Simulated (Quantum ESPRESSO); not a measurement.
Ag:

```
Ag
1.0
     2.93000    0.00000    0.00000
    -1.46500    2.53745    0.00000
     0.00000    0.00000    4.79000
Ag
2
Cartesian
  1.4650 0.8458 3.5925
  0.0000 1.6916 1.1975
```

This isn't the form of Ag at room conditions, which is fcc.

* Program: Quantum ESPRESSO 7.5
* Task: relaxation of cell and atoms
* Functional: PBEsol
* Dispersion: D4
* Potentials or basis: GBRV 1.5 PBEsol
* Cutoff: 762 eV
* Density cutoff: 6095 eV
* k mesh: 10 × 10 × 6
* Occupations: fermi-dirac, width 0.05 eV
* Spin: no spin polarisation

At the start: pressure -9.2 GPa; volume 17.81 Å³/atom.

Q: How do energy, volume and symmetry change on relaxing?

A: Over 23 steps the energy falls by 43.2 meV/atom and the volume is 16.30 Å³/atom (-8.5 %); space group P6_3/mmc (No. 194, to 0.05 Å).

Step by step:
| step | energy change (eV) | largest force (eV/Å) | pressure (GPa) | volume (Å³) |
| --- | --- | --- | --- | --- |
| 1 | 0.0000 | 0.0000 | -9.16 | 35.61 |
| 2 | -0.0272 | 0.0000 | -7.93 | 35.07 |
| 3 | -0.0646 | 0.0000 | -5.30 | 34.09 |
| 4 | -0.0861 | 0.0000 | -1.15 | 32.86 |
| 5 | -0.0709 | 0.0000 | 4.21 | 31.62 |
| 6 | -0.0724 | 0.0000 | 3.97 | 31.67 |
| 7 | -0.0749 | 0.0000 | 3.51 | 31.77 |
| 8 | -0.0781 | 0.0000 | 2.86 | 31.91 |
| 9 | -0.0814 | 0.0000 | 2.08 | 32.08 |
| 10 | -0.0841 | 0.0000 | 1.21 | 32.28 |
| 11 | -0.0859 | 0.0000 | 0.31 | 32.49 |
| 12 | -0.0865 | 0.0000 | -0.57 | 32.71 |
| 13 | -0.0865 | 0.0000 | -0.57 | 32.71 |
| 14 | -0.0865 | 0.0000 | -0.55 | 32.71 |
| 15 | -0.0865 | 0.0000 | -0.53 | 32.70 |
| 16 | -0.0865 | 0.0000 | -0.50 | 32.70 |
| 17 | -0.0865 | 0.0000 | -0.47 | 32.69 |
| 18 | -0.0865 | 0.0000 | -0.43 | 32.68 |
| 19 | -0.0865 | 0.0000 | -0.39 | 32.67 |
| 20 | -0.0865 | 0.0000 | -0.33 | 32.65 |
| 21 | -0.0864 | 0.0000 | -0.26 | 32.63 |
| 22 | -0.0864 | 0.0000 | -0.18 | 32.61 |
| 23 | -0.0863 | 0.0000 | -0.09 | 32.59 |

Final structure:
```
CELL_PARAMETERS angstrom
2.84918 0.00000 0.00000
-1.42459 2.46746 0.00000
0.00000 0.00000 4.63597
ATOMIC_POSITIONS crystal
Ag 0.66667 0.33333 0.75000
Ag 0.33333 0.66667 0.25000
```

Caveat: pairwise dispersion overbinds metals, which lowers pressure and volume.
